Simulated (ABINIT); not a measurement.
# TePb (Fm-3m) in ABINIT: settings compared

One crystal, TePb, is run at these levels: TB-mBJ, r2SCAN; tasks: band structure, equation of state.

All numbers are computed with ABINIT 10.8.3 (patched build); they aren't measurements. Logs are shortened: lines on timing, memory, paths and dates and some standing lists are left out, and cuts for length are marked. The log counts tension as positive stress, the text compression.

**Measured values to compare with.**

A printed reference work, monograph reports, for a bulk crystal of TePb at 4.2 K: band gap 0.19 eV (direct).

The runs below are set against these values where they give the same quantity.

**1. The structure**

It takes space group Fm-3m (No. 225, cubic). Conventional cell: a = 6.462 Å, b = 6.462 Å, c = 6.462 Å, α = 90.00°, β = 90.00°, γ = 90.00°. Pb (site symmetry m-3m) is surrounded by 6 Te at 3.23 Å. Around Te (site symmetry m-3m) lie 6 Pb at 3.23 Å.

**2. Band structure, TB-mBJ**

File run.abi:

```
# Datasets: ground state, then fixed potential
ndtset 2

# Pseudopotentials
pp_dirpath "./"
pseudos "Pb.LDA_PW-JTH.xml, Te.LDA_PW-JTH.xml"

# Structure
acell 8.6347709725 8.6347709725 8.6347709725
rprim
     0.0000000000     0.7071067812     0.7071067812
     0.7071067812     0.0000000000     0.7071067812
     0.7071067812     0.7071067812     0.0000000000
ntypat 2
znucl 82 52
natom 2
typat 1 2
xred
     0.0000000000     0.0000000000     0.0000000000
     0.5000000000     0.5000000000     0.5000000000

# Plane-wave basis
ecut 26.0
pawecutdg 48.0

# Exchange and correlation
ixc -208012
usekden 1
pawxcdev 0

# Bands and occupations
occopt 3
tsmear 0.05 eV

# SCF cycle
nstep 100
diemix 0.3
optforces 0
optstress 0

# Output
iomode 3
prtwf 0
prteig 0
prtebands 0
enunit 1
prtden1 1
prtkden1 1

# Dataset 1
kptopt1 1
ngkpt1 7 7 7
nshiftk1 1
shiftk1 0.0 0.0 0.0
nband1 14
tolvrs1 1.0e-7

# Dataset 2: bands along G-X-W-K-G-L-U-W-L-K
iscf2 -2
getden2 1
getkden2 1
nband2 20
nbdbuf2 4
tolwfr2 1.0e-11
kptopt2 -9
ndivsm2 5
prteig2 1
kptbounds2
     0.0000000000     0.0000000000     0.0000000000
     0.5000000000     0.0000000000     0.5000000000
     0.5000000000     0.2500000000     0.7500000000
     0.3750000000     0.3750000000     0.7500000000
     0.0000000000     0.0000000000     0.0000000000
     0.5000000000     0.5000000000     0.5000000000
     0.6250000000     0.2500000000     0.6250000000
     0.5000000000     0.2500000000     0.7500000000
     0.5000000000     0.5000000000     0.5000000000
     0.3750000000     0.3750000000     0.7500000000
```

Potentials or basis: JTH PAW LDA v2.0.

Command:

```bash
> abinit run.abi > log 2>&1
```

run.abo:

```text
.Version 10.8.3 of ABINIT
 DATASET    1 : space group Fm -3 m (#225); Bravais cF (face-center cubic)
================================================================================
 Values of the parameters that define the memory need for DATASET  1.
     intxc =       0    ionmov =       0      iscf =       7    lmnmax =      18
     lnmax =       6     mgfft =      40  mpssoang =       3    mqgrid =    3001
     natom =       2  nloc_mem =       2    nspden =       1   nspinor =       1
    nsppol =       1      nsym =      48    n1xccc =       1    ntypat =       2
    occopt =       3   xclevel =       2
       mpw =        2898          nfft =       64000          nkpt =          20
 PAW method is used; the additional fine FFT grid is defined by:
   mgfftf=        54    nfftf =    157464
================================================================================
================================================================================

 DATASET    2 : space group Fm -3 m (#225); Bravais cF (face-center cubic)
================================================================================
 Values of the parameters that define the memory need for DATASET  2.
     intxc =       0    ionmov =       0      iscf =      -2    lmnmax =      18
     lnmax =       6     mgfft =      40  mpssoang =       3    mqgrid =    3001
     natom =       2  nloc_mem =       2    nspden =       1   nspinor =       1
    nsppol =       1      nsym =      48    n1xccc =       1    ntypat =       2
    occopt =       3   xclevel =       2
       mpw =        2899          nfft =       64000          nkpt =          87
 PAW method is used; the additional fine FFT grid is defined by:
   mgfftf=        54    nfftf =    157464
================================================================================
================================================================================

--------------------------------------------------------------------------------
------------- Echo of variables that govern the present computation ------------
--------------------------------------------------------------------------------
 -outvars: echo values of preprocessed input variables --------
            acell      8.6347709725E+00  8.6347709725E+00  8.6347709725E+00 Bohr
              amu      2.07200000E+02  1.27600000E+02
           diemix      3.00000000E-01
             ecut      2.60000000E+01 Hartree
           enunit           1
           getden1          0
           getden2          1
          getkden1          0
          getkden2          1
             iscf1          7
             iscf2         -2
                       outvar_i_n : Printing only first  50 k-points.
              ixc     -208012
           jdtset        1    2
                       outvar_i_n : Printing only first  50 k-points.
           kptopt1          1
           kptopt2         -9
         kptrlatt        7    0    0      0    7    0      0    0    7
          kptrlen1     6.04433968E+01
          kptrlen2     3.00000000E+01
            natom           2
            nband1         14
            nband2         20
           nbdbuf1          0
           nbdbuf2          4
           ndtset           2
           ndivsm1          0
           ndivsm2          5
            ngfft          40      40      40
          ngfftdg          54      54      54
             nkpt1         20
             nkpt2         87
            nstep         100
             nsym          48
           ntypat           2
           occopt           3
        optforces           0
        optstress           0
        pawecutdg      4.80000000E+01 Hartree
         pawxcdev           0
        prtebands           0
           prteig1          0
           prteig2          1
          prtkden           1
            prtwf           0
            rprim      0.0000000000E+00  7.0710678120E-01  7.0710678120E-01
                       7.0710678120E-01  0.0000000000E+00  7.0710678120E-01
[... 41 lines left out ...]
etotal    :  -5.55911029E+01
entropy   :   0.00000000E+00
fermie    :  -2.46895119E-03
cartesian_stress_tensor: null
pressure_GPa: null
xred      :
- [  0.0000E+00,   0.0000E+00,   0.0000E+00, Pb]
- [  5.0000E-01,   5.0000E-01,   5.0000E-01, Te]
cartesian_forces: null
force_length_stats: {min: null, max: null, mean: null, }
...

 Integrated electronic density in atomic spheres:
 ------------------------------------------------
 Atom  Sphere_radius  Integrated_density
    1        2.40264         11.32536312
    2        2.31107          3.16776459

================================================================================

 ----iterations are completed or convergence reached----

 Mean square residual over all n,k,spin=   60.093E-13; max=  99.914E-13
 reduced coordinates (array xred) for    2 atoms
       0.000000000000      0.000000000000      0.000000000000
       0.500000000000      0.500000000000      0.500000000000

 cartesian coordinates (angstrom) at end:
    1      0.00000000000000     0.00000000000000     0.00000000000000
    2      3.23099999785981     3.23099999785981     3.23099999785981
 length scales=  8.634770972500  8.634770972500  8.634770972500 bohr
              =  4.569324016914  4.569324016914  4.569324016914 angstroms
 Eigenvalues (   eV  ) for nkpt=  87  k points:
 kpt#   1, nband= 20, wtk=  1.00000, kpt=  0.0000  0.0000  0.0000 (reduced coord)
 -17.94384  -17.94384  -17.91862  -17.91862  -17.91862  -12.63741   -6.03663   -2.12881
  -2.12881   -2.12881    3.70770    3.70770    3.70770    5.37932    5.37932    5.37932
   7.51554    7.51554    7.53106    7.61415
 kpt#   2, nband= 20, wtk=  1.00000, kpt=  0.0357  0.0000  0.0357 (reduced coord)
 -17.94406  -17.94364  -17.91864  -17.91821  -17.91821  -12.62297   -6.09172   -2.15041
  -2.15041   -2.04289    3.45077    3.70119    3.70119    5.29553    5.45788    5.45788
   7.53035    7.54116    7.73373    7.82777
 kpt#   3, nband= 20, wtk=  1.00000, kpt=  0.0714  0.0000  0.0714 (reduced coord)
 -17.94534  -17.94318  -17.91885  -17.91733  -17.91733  -12.57979   -6.24130   -2.21324
  -2.21324   -1.80803    2.85409    3.69189    3.69189    5.08519    5.68079    5.68079
   7.57482    7.58777    8.05126    8.58042
 kpt#   4, nband= 20, wtk=  1.00000, kpt=  0.1071  0.0000  0.1071 (reduced coord)
 -17.94747  -17.94260  -17.91937  -17.91609  -17.91609  -12.50836   -6.45070   -2.31174
  -2.31174   -1.48779    2.16773    3.69954    3.69954    4.81656    6.02152    6.02152
   7.64869    7.66555    8.49844    9.55591
 kpt#   5, nband= 20, wtk=  1.00000, kpt=  0.1429  0.0000  0.1429 (reduced coord)
[... 317 lines left out ...]
  -2.59880   -2.17725    2.26670    2.28597    4.31869    5.87928    8.05122    8.48359
  10.84825   12.30659   12.81269   13.75636
 kpt#  85, nband= 20, wtk=  1.00000, kpt=  0.4028  0.4028  0.6944 (reduced coord)
 -17.97593  -17.94540  -17.91587  -17.90451  -17.90060  -10.97806   -8.63435   -4.37231
  -2.76125   -2.38589    2.60834    2.62856    4.86289    5.48783    8.20402    8.53954
  10.80196   12.54714   12.98528   13.77480
 kpt#  86, nband= 20, wtk=  1.00000, kpt=  0.3889  0.3889  0.7222 (reduced coord)
 -17.97970  -17.94360  -17.91737  -17.90312  -17.89971  -10.94082   -8.53759   -4.61065
  -2.90237   -2.56921    2.90094    2.95110    5.14003    5.26770    8.45381    8.67471
  10.75310   12.48749   13.14859   13.88413
 kpt#  87, nband= 20, wtk=  1.00000, kpt=  0.3750  0.3750  0.7500 (reduced coord)
 -17.98273  -17.94203  -17.91890  -17.90183  -17.89894  -10.92683   -8.44472   -4.74483
  -3.01922   -2.72659    3.12809    3.24298    4.85350    5.49893    8.72461    8.89431
  10.86923   12.17104   13.01756   13.64137

== END DATASET(S) ==============================================================
================================================================================

 -outvars: echo values of variables after computation  --------
            acell      8.6347709725E+00  8.6347709725E+00  8.6347709725E+00 Bohr
           etotal1    -5.5591102913E+01
            fcart1     9.9999999999E+99  9.9999999999E+99  9.9999999999E+99
                       9.9999999999E+99  9.9999999999E+99  9.9999999999E+99
            rprim      0.0000000000E+00  7.0710678120E-01  7.0710678120E-01
                       7.0710678120E-01  0.0000000000E+00  7.0710678120E-01
                       7.0710678120E-01  7.0710678120E-01  0.0000000000E+00
           strten1     9.9999999999E+99  9.9999999999E+99  9.9999999999E+99
                       9.9999999999E+99  9.9999999999E+99  9.9999999999E+99
           xangst      0.0000000000E+00  0.0000000000E+00  0.0000000000E+00
                       3.2309999979E+00  3.2309999979E+00  3.2309999979E+00
             xred      0.0000000000E+00  0.0000000000E+00  0.0000000000E+00
                       5.0000000000E-01  5.0000000000E-01  5.0000000000E-01
 Calculation completed.
```

Run time: 8.9 min. Hardware: 1 thread of Intel Xeon 6975P-C (Granite Rapids), shared host; peak memory 0.22 GiB.

What came out:

```
Band gap along the path                               : 1.09 eV, direct
Valence electrons inside the program's atomic spheres : Pb 11.33; Te 3.17
```

Levels at the corners of the path, in eV from the Fermi level:
```
point  band 8  band 9  band 10  band 11  band 12  band 13
    Γ   -2.06   -2.06    -2.06     3.77     3.77     3.77
    X   -5.04   -3.44    -3.44     3.06     5.11     5.11
    W   -4.36   -4.36    -1.08     1.32     4.90     4.90
    K   -4.68   -2.95    -2.66     3.20     3.31     4.92
    Γ   -2.06   -2.06    -2.06     3.77     3.77     3.77
    L   -1.65   -1.65    -0.58     0.52     0.85     0.85
    U   -4.68   -2.95    -2.66     3.20     3.31     4.92
    W   -4.36   -4.36    -1.08     1.32     4.90     4.90
    L   -1.65   -1.65    -0.58     0.52     0.85     0.85
    K   -4.68   -2.95    -2.66     3.20     3.31     4.92
```

Caveat: this odd mesh misses L, where the gap lies, so gap, dielectric constants and Born charges aren't listed; the constant c of TB-mBJ comes from the pseudo density here, which moves gaps by up to 0.3 eV between sets of potentials; the PAW data sets were made with another functional, which shifts forces and pressure a little; spin-orbit coupling is left out, which moves the levels of the heavy elements.

**3. Equation of state, r2SCAN**

File run.abi:

```
# Datasets: one volume each
ndtset 7
getwfk -1
scalecart1 3*0.9795861087
scalecart2 3*0.9864848297
scalecart3 3*0.9932883884
scalecart4 3*1.0000000000
scalecart5 3*1.0066227096
scalecart6 3*1.0131594038
scalecart7 3*1.0196128224

# Pseudopotentials
pp_dirpath "./"
pseudos "Pb.GGA_PBE-JTH.xml, Te.GGA_PBE-JTH.xml"

# Structure
acell 8.6347709725 8.6347709725 8.6347709725
rprim
     0.0000000000     0.7071067812     0.7071067812
     0.7071067812     0.0000000000     0.7071067812
     0.7071067812     0.7071067812     0.0000000000
ntypat 2
znucl 82 52
natom 2
typat 1 2
xred
     0.0000000000     0.0000000000     0.0000000000
     0.5000000000     0.5000000000     0.5000000000

# Plane-wave basis
ecut 26.0
pawecutdg 48.0

# k points
kptopt 1
ngkpt 7 7 7
nshiftk 1
shiftk 0.0 0.0 0.0

# Exchange and correlation
ixc -497498
usekden 1
pawxcdev 0

# Bands and occupations
nband 14
occopt 3
tsmear 0.05 eV

# SCF cycle
nstep 100
tolvrs 1.0e-7

# Output
iomode 3
prtwf 1
prtden 0
prteig 0
prtebands 0
enunit 1
```

Potentials or basis: JTH PAW PBE v2.0.

Command:

```bash
> abinit run.abi > log 2>&1
```

Wall time 5.8 min (1 thread of Intel Xeon 6975P-C (Granite Rapids), shared host); peak memory 0.26 GiB.

Results (log left out):

```yaml
Equilibrium_volume: 34.92 Å³/atom
Bulk_modulus: 42 GPa
Pressure_derivative_of_the_bulk_modulus: 4.5
```

Energy against volume, from the lowest point:
```
volume (Å³/atom)  energy (meV/atom)
          31.706              46.32
          32.380              27.79
          33.055              14.39
          33.730               5.58
          34.404               0.95
          35.079               0.00
          35.753               2.41
```

Caveat: pressures at fixed basis lie under the slope of the energies; this odd mesh misses L, where the gap lies, so gap, dielectric constants and Born charges aren't listed; the PAW data sets were made with another functional, which shifts forces and pressure a little.

**4. Equation of state, r2SCAN**

Edit run.abi of step 3 so:

```diff
@@ -16,7 +16,7 @@
 # Structure
-acell 8.6347709725 8.6347709725 8.6347709725
+acell 3*1.0 Angstrom
 rprim
-     0.0000000000     0.7071067812     0.7071067812
-     0.7071067812     0.0000000000     0.7071067812
-     0.7071067812     0.7071067812     0.0000000000
+     0.0000000000     3.2310000000     3.2310000000
+     3.2310000000     0.0000000000     3.2310000000
+     3.2310000000     3.2310000000     0.0000000000
 ntypat 2
@@ -59,2 +59 @@
 prtebands 0
-enunit 1
```

Command:

```bash
> abinit run.abi > log 2>&1
```

Run time: 6.3 min. Hardware: 1 thread of Intel Xeon 6975P-C (Granite Rapids), shared host; peak memory 0.26 GiB.

It converged, with:

| Item | Value |
| --- | --- |
| Equilibrium volume | 34.92 Å³/atom |
| Bulk modulus | 42 GPa |
| Pressure derivative of the bulk modulus | 4.5 |

Energy against volume, from the lowest point:
```tsv
volume (Å³/atom)	energy (meV/atom)
31.706	46.32
32.380	27.79
33.055	14.39
33.730	5.58
34.404	0.95
35.079	0.00
35.753	2.41
```

Caveat: pressures at fixed basis lie under the slope of the energies; this odd mesh misses L, where the gap lies, so gap, dielectric constants and Born charges aren't listed; the PAW data sets were made with another functional, which shifts forces and pressure a little.

**5. Band structure, TB-mBJ**

File run.abi:

```
# Datasets: ground state, then fixed potential
ndtset 2

# Pseudopotentials
pp_dirpath "./"
pseudos "Pb.LDA_PW-JTH.xml, Te.LDA_PW-JTH.xml"

# Structure
acell 3*1.0 Angstrom
rprim
     0.0000000000     3.2310000000     3.2310000000
     3.2310000000     0.0000000000     3.2310000000
     3.2310000000     3.2310000000     0.0000000000
ntypat 2
znucl 82 52
natom 2
typat 1 2
xred
     0.0000000000     0.0000000000     0.0000000000
     0.5000000000     0.5000000000     0.5000000000

# Plane-wave basis
ecut 26.0
pawecutdg 48.0

# Exchange and correlation
ixc -208012
usekden 1
pawxcdev 0

# Bands and occupations
occopt 3
tsmear 0.05 eV

# SCF cycle
nstep 100
diemix 0.3
optforces 0
optstress 0

# Output
iomode 3
prtwf 0
prteig 0
prtebands 0
prtden1 1
prtkden1 1
prtvha1 1
prtvclmb1 1
prtpot1 1

# Dataset 1
kptopt1 1
ngkpt1 7 7 7
nshiftk1 1
shiftk1 0.0 0.0 0.0
nband1 14
tolvrs1 1.0e-7

# Dataset 2: bands along G-X-W-K-G-L-U-W-L-K
iscf2 -2
getden2 1
getkden2 1
nband2 20
nbdbuf2 4
tolwfr2 1.0e-11
kptopt2 -9
ndivsm2 6
prteig2 1
prtvol2 -3
kptbounds2
     0.0000000000     0.0000000000     0.0000000000
     0.5000000000     0.0000000000     0.5000000000
     0.5000000000     0.2500000000     0.7500000000
     0.3750000000     0.3750000000     0.7500000000
     0.0000000000     0.0000000000     0.0000000000
     0.5000000000     0.5000000000     0.5000000000
     0.6250000000     0.2500000000     0.6250000000
     0.5000000000     0.2500000000     0.7500000000
     0.5000000000     0.5000000000     0.5000000000
     0.3750000000     0.3750000000     0.7500000000
```

Potentials or basis: JTH PAW LDA v2.0.

Command:

```bash
> abinit run.abi > log 2>&1
```

Run time: 10 min. Hardware: 1 thread of Intel Xeon 6975P-C (Granite Rapids), shared host; peak memory 0.25 GiB.

The run converged. Its results:

| Property | Result |
| --- | --- |
| Band gap along the path | 1.09 eV, direct |
| Valence electrons inside the program's atomic spheres | Pb 11.33; Te 3.17 |

Levels at the corners of the path, in eV from the Fermi level:
| point | band 6 | band 7 | band 8 | band 9 | band 10 | band 11 | band 12 | band 13 | band 14 | band 15 |
| --- | --- | --- | --- | --- | --- | --- | --- | --- | --- | --- |
| Γ | -12.57 | -5.97 | -2.06 | -2.06 | -2.06 | 3.77 | 3.77 | 3.77 | 5.45 | 5.45 |
| X | -10.94 | -7.70 | -5.04 | -3.44 | -3.44 | 3.06 | 5.11 | 5.11 | 6.33 | 9.79 |
| W | -10.80 | -8.39 | -4.36 | -4.36 | -1.08 | 1.32 | 4.90 | 4.90 | 6.60 | 6.60 |
| K | -10.86 | -8.38 | -4.68 | -2.95 | -2.66 | 3.20 | 3.31 | 4.92 | 5.57 | 8.79 |
| Γ | -12.57 | -5.97 | -2.06 | -2.06 | -2.06 | 3.77 | 3.77 | 3.77 | 5.45 | 5.45 |
| L | -11.19 | -9.01 | -1.65 | -1.65 | -0.58 | 0.52 | 0.85 | 0.85 | 8.44 | 9.06 |
| U | -10.86 | -8.38 | -4.68 | -2.95 | -2.66 | 3.20 | 3.31 | 4.92 | 5.57 | 8.79 |
| W | -10.80 | -8.39 | -4.36 | -4.36 | -1.08 | 1.32 | 4.90 | 4.90 | 6.60 | 6.60 |
| L | -11.19 | -9.01 | -1.65 | -1.65 | -0.58 | 0.52 | 0.85 | 0.85 | 8.44 | 9.06 |
| K | -10.86 | -8.38 | -4.68 | -2.95 | -2.66 | 3.20 | 3.31 | 4.92 | 5.57 | 8.79 |

Caveat: this odd mesh misses L, where the gap lies, so gap, dielectric constants and Born charges aren't listed; the constant c of TB-mBJ comes from the pseudo density here, which moves gaps by up to 0.3 eV between sets of potentials; the PAW data sets were made with another functional, which shifts forces and pressure a little; spin-orbit coupling is left out, which moves the levels of the heavy elements.

**6. Against experiment**

Step 2. Against the measured gap of TePb, 0.19 eV (direct; 4.2 K; a printed reference work, monograph), the calculated 1.09 eV is off by +0.90 eV. Spin-orbit coupling on Pb, Te is left out. The value is that of TB-mBJ, without temperature or zero-point motion.

Step 5. Against the measured gap of TePb, 0.19 eV (direct; 4.2 K; a printed reference work, monograph), the calculated 1.09 eV is off by +0.90 eV. Spin-orbit coupling on Pb, Te is left out. The value is that of TB-mBJ, without temperature or zero-point motion.
